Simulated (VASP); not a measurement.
BaF2 (strained fluorite), r²SCAN single-point calculation: Ansatz's output and VASP's

```
Ba F
1.0
     0.00000    3.09716    3.09716
     3.06619    0.00000    3.09716
     3.06619    3.09716    0.00000
Ba F
1 2
Direct
  0.00000 0.00000 0.00000
  0.25000 0.25000 0.25000
  0.75000 0.75000 0.75000
```

Ansatz printed

```
SCF 1 converged in 6 iterations: F = -7590.719938 eV  dr2 = 2.72e-9
  greatest PAW one-centre occupation: 0.949 electrons in one spin orbital (limit 2), on the Ba atom at site 0 (counted from 0), in its partial waves of l = 0
NSCF: frozen V_eff on 7 k-points
SCF converged after 6 iterations
Free energy (F): -7590.719938 eV
Harris-Foulkes:  -7590.719938 eV  (|F-HF|=8.76e-10)
Internal energy: -7590.719938 eV  (E = F + TS)
E sigma→0 (E₀):  -7590.719938 eV
Fermi energy:    2.736215 eV
--- Per-component energies (eV) ---
  E_band       = -117.074108
  E_kinetic    = 587.427118
  E_local      = -1544.472366  (includes V_loc(G=0)·N_el)
  E_nonlocal   = 201.065667
  E_hartree    = 585.795034
  E_xc         = -318.102984
  E_vxc        = -383.686389  (∫ρ·V_xc dr)
  E_paw        = -5657.320540  (= ΣΔE_a)
  E_vpaw       = -173.661207  (= ΣTr[D̂ρ^β])
  E_aug_tail   = 0.002059  (compensation charges beyond the density's cutoff)
  E_vtau       = 24.662085  (kinetic-family band-sum trace: ∫τ·v_τ [+ j·A + Jᵃ·Aᵃ] dr)
  E_ewald      = -1445.121558
  E_core_change = 0.007633  (= ΣΔE_core)
  E_smearing   = -0.000000  (= −TS)
  E_closure    = -0.000000  (closes the sum)
  Σ components = -7590.719938   (vs F -7590.719938, Δ=0.00e0)
--- Forces (eV/Å), atoms counted from 1 ---
  atom   1  Ba     0.00000000     0.00000000     0.00000000
  atom   2  F      0.00000000     0.00000000    -0.00000000
  atom   3  F     -0.00000000    -0.00000000     0.00000000
  max |Σ_I F_I| component: 6.94e-18 eV/Å
--- Stress (GPa, compression-positive) ---
        0.966916       0.000000      -0.000000
        0.000000       0.474496       0.000000
       -0.000000       0.000000       0.474496
  P = ⅓ Tr σ = 0.6386 GPa (6.386 kbar)
--- Band table (eV; the first three rows and the last of 59) ---
  k-point 0: bands = ["-20.7768", "-17.3829", "-17.1981", "-5.1093", "-5.1093", "-5.1080", "1.2195", "1.2311", "1.2311", "2.6107", "2.6107", "2.6408", "10.1845", "12.7059", "12.8065", "15.1232"]
  k-point 1: bands = ["-20.7378", "-17.3971", "-17.2456", "-5.1408", "-5.1366", "-5.1340", "1.2901", "1.2964", "1.3923", "2.5179", "2.5945", "2.6131", "10.5295", "12.6874", "12.7736", "14.9343"]
  k-point 2: bands = ["-20.6383", "-17.4506", "-17.3467", "-5.2114", "-5.2005", "-5.1931", "1.4451", "1.4457", "1.7886", "2.3119", "2.5656", "2.5732", "11.3132", "12.6684", "12.7230", "14.4159"]
  k-point 58: bands = ["-20.3732", "-17.5964", "-17.5964", "-5.5571", "-5.2271", "-5.2271", "1.5246", "2.1494", "2.3872", "2.3872", "2.3917", "2.4759", "10.7943", "13.2788", "13.5517", "13.5517"]
```

Datasets and cutoffs are each program's own. VASP's cell holds 24 valence electrons and Ansatz's 24. Ansatz's stress includes a Pulay correction; VASP's doesn't.

Problem. What does VASP give for the same cell and level of theory?

Solution. gap between bands v and c 7.37 eV; least direct gap 7.45 eV; pressure 1.7 GPa.

From OUTCAR

```
k-points           NKPTS =     59   k-points in BZ     NKDIM =     59   number of bands    NBANDS=     19

   NELECT =      24.0000    total number of electrons

   dimension x,y,z NGX =    36 NGY =   32 NGZ =   32
   dimension x,y,z NGXF=    72 NGYF=   64 NGZF=   64

  energy-cutoff  :      520.00
  volume of cell :       58.82
      direct lattice vectors                 reciprocal lattice vectors
     0.000000000  3.097163772  3.097163772    -0.163068711  0.161438024  0.161438024
     3.066192134  0.000000000  3.097163772     0.163068711 -0.161438024  0.161438024
     3.066192134  3.097163772  0.000000000     0.163068711  0.161438024 -0.161438024

 k-points in reciprocal lattice and weights: KPOINTS created by Atomic Simulation Env
   0.00000000  0.00000000  0.00000000       0.002
   0.12500000  0.00000000  0.00000000       0.016
   0.25000000  0.00000000  0.00000000       0.016
   0.37500000  0.00000000  0.00000000       0.016
   0.50000000  0.00000000  0.00000000       0.008
   0.12500000  0.12500000  0.00000000       0.008
   0.25000000  0.12500000  0.00000000       0.031
   0.37500000  0.12500000  0.00000000       0.031
   ...

 E-fermi :  -2.4561

 k-point     1 :       0.0000    0.0000    0.0000
  band No.  band energies     occupation
      1     -26.1542      2.00000
      2     -22.6456      2.00000
      3     -22.4866      2.00000
      4     -10.4751      2.00000
      5     -10.4750      2.00000
      6     -10.4746      2.00000
      7      -4.0625      2.00000
      8      -4.0512      2.00000
      9      -4.0512      2.00000
     10      -2.6351      2.00000
     11      -2.6350      2.00000
     12      -2.6047      2.00000
     13       4.8440      0.00000
     14       7.3588      0.00000
     15       7.4591      0.00000
     16       9.7990      0.00000
     17       9.7993      0.00000
     18       9.8973      0.00000
     19      13.6891      0.00000

 k-point     2 :       0.1250    0.0000    0.0000
  band No.  band energies     occupation
      1     -26.1163      2.00000
      2     -22.6596      2.00000
      3     -22.5325      2.00000
      4     -10.5062      2.00000
      5     -10.5020      2.00000
      6     -10.4998      2.00000
      7      -3.9907      2.00000
      8      -3.9847      2.00000
      9      -3.8862      2.00000
     10      -2.7336      2.00000
     11      -2.6538      2.00000
     12      -2.6351      2.00000
     13       5.1918      0.00000
     14       7.3490      0.00000
     15       7.4344      0.00000
     16       9.6280      0.00000
     17       9.8154      0.00000
     18       9.8839      0.00000
     19      13.0246      0.00000

 k-point     3 :       0.2500    0.0000    0.0000
  band No.  band energies     occupation
      1     -26.0201      2.00000
      2     -22.7167      2.00000
      3     -22.6272      2.00000
      4     -10.5749      2.00000
      5     -10.5651      2.00000
      6     -10.5578      2.00000
      7      -3.8337      2.00000
      8      -3.8328      2.00000
      9      -3.4802      2.00000
     10      -2.9523      2.00000
     11      -2.6877      2.00000
     12      -2.6797      2.00000
     13       5.9905      0.00000
     14       7.3395      0.00000
     15       7.3925      0.00000
     16       9.1612      0.00000
     17       9.8744      0.00000
     18       9.9196      0.00000
     19      12.0518      0.00000

 k-point     4 :       0.3750    0.0000    0.0000
  band No.  band energies     occupation
      1     -25.9159      2.00000
      2     -22.8273      2.00000
      3     -22.6766      2.00000
      4     -10.6356      2.00000
      5     -10.6258      2.00000
      6     -10.6125      2.00000
      7      -3.7022      2.00000
      8      -3.6910      2.00000
      9      -3.1529      2.00000
     10      -3.0477      2.00000
     11      -2.7037      2.00000
     12      -2.6990      2.00000
     13       6.7862      0.00000
     14       7.3472      0.00000
     15       7.3714      0.00000
     16       8.4219      0.00000
     17       9.9692      0.00000
     18       9.9848      0.00000
     19      12.0466      0.00000

 k-point     5 :       0.5000    0.0000    0.0000
  band No.  band energies     occupation
      1     -25.8700      2.00000
      2     -22.8824      2.00000
      3     -22.6899      2.00000
      4     -10.6589      2.00000
      5     -10.6502      2.00000
      6     -10.6340      2.00000
      7      -3.6557      2.00000
      8      -3.6392      2.00000
      9      -3.2038      2.00000
     10      -2.8890      2.00000
     11      -2.7055      2.00000
     12      -2.6946      2.00000
     13       7.3549      0.00000
     14       7.3631      0.00000
     15       7.4801      0.00000
     16       7.6207      0.00000
     17      10.0219      0.00000
     18      10.0229      0.00000
     19      12.5353      0.00000

 ...

  Total        0.7371142      0.5632934      0.5632934      0.0000000      0.0000000      0.0000000
  in kB       20.0764853     15.3421977     15.3421977      0.0000000      0.0000000      0.0000000
  external PRESSURE =      16.9202936 kB  Pullay stress =       0.0000000 kB

 POSITION                                       TOTAL-FORCE (eV/Angst)
 -----------------------------------------------------------------------------------
      0.00000      0.00000      0.00000         0.000000      0.000000     -0.000000
      1.53310      1.54858      1.54858         0.000000     -0.000000      0.000000
      4.59929      4.64575      4.64575        -0.000000      0.000000      0.000000
 -----------------------------------------------------------------------------------
    total drift:                                0.000000      0.000000      0.000000

  FREE ENERGIE OF THE ION-ELECTRON SYSTEM (eV)
  ---------------------------------------------------
  free  energy   TOTEN  =       -45.0531530780 eV

  energy  without entropy=      -45.0531530780  energy(sigma->0) =      -45.05315308
```
